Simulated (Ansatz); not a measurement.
# PbO: the cost of one run

Program: Ansatz 0.2.0. Level of theory: DFT PBEsol, scalar-relativistic, plane waves, PAW. These are calculated values, not measurements.

### Step 1. The structure to begin with

It takes space group Pbcm (No. 57, orthorhombic). Conventional cell: a = 5.893 Å, b = 5.490 Å, c = 4.753 Å, α = 90.00°, β = 90.00°, γ = 90.00°. Pb (site symmetry m) is surrounded by 4 O at 2.22 to 2.48 Å. O (site symmetry m) has 4 Pb at 2.22 to 2.48 Å as nearest neighbours.

Coordinates:

```
Pb O
1.0
     5.89310    0.00000    0.00000
     0.00000    5.49040    0.00000
     0.00000    0.00000    4.75280
Pb O
4 4
Direct
  0.22970 0.98840 0.25000
  0.77030 0.01160 0.75000
  0.22970 0.51160 0.75000
  0.77030 0.48840 0.25000
  0.86530 0.09170 0.25000
  0.13470 0.90830 0.75000
  0.86530 0.40830 0.75000
  0.13470 0.59170 0.25000
```

The structure comes from the Crystallography Open Database.

### Step 2. A first look at the start

The input, input.yaml:

```yaml
crystal:
  lattice:
    - [5.8931, 0.0, 0.0]
    - [0.0, 5.4904, 0.0]
    - [0.0, 0.0, 4.7528]
  atoms:
    - { symbol: Pb, position: [0.2297, 0.9884, 0.25] }
    - { symbol: Pb, position: [0.7703, 0.0116, 0.75] }
    - { symbol: Pb, position: [0.2297, 0.5116, 0.75] }
    - { symbol: Pb, position: [0.7703, 0.4884, 0.25] }
    - { symbol: O, position: [0.8653, 0.0917, 0.25] }
    - { symbol: O, position: [0.1347, 0.9083, 0.75] }
    - { symbol: O, position: [0.8653, 0.4083, 0.75] }
    - { symbol: O, position: [0.1347, 0.5917, 0.25] }
basis:
  ecutwfc: 420
kpoints:
  mp_grid: { grid: [4, 4, 4] }
hamiltonian:
  xc: pbesol
scf:
  occupations: { method: gaussian, width: 0.1 }
output:
  forces: true
  stress: true
  eigenvalues: true
```

On the command line:

```sh
> ansatz run input.yaml --threads 4 --pin off --max-ram 5120MiB --backend cpu --events-out ev --progress --plain --runs-dir out
```

What time and memory should one allow on 4 threads of an x86-64 CPU, shared host?

About 2.1 s, with a peak of 0.62 GiB.
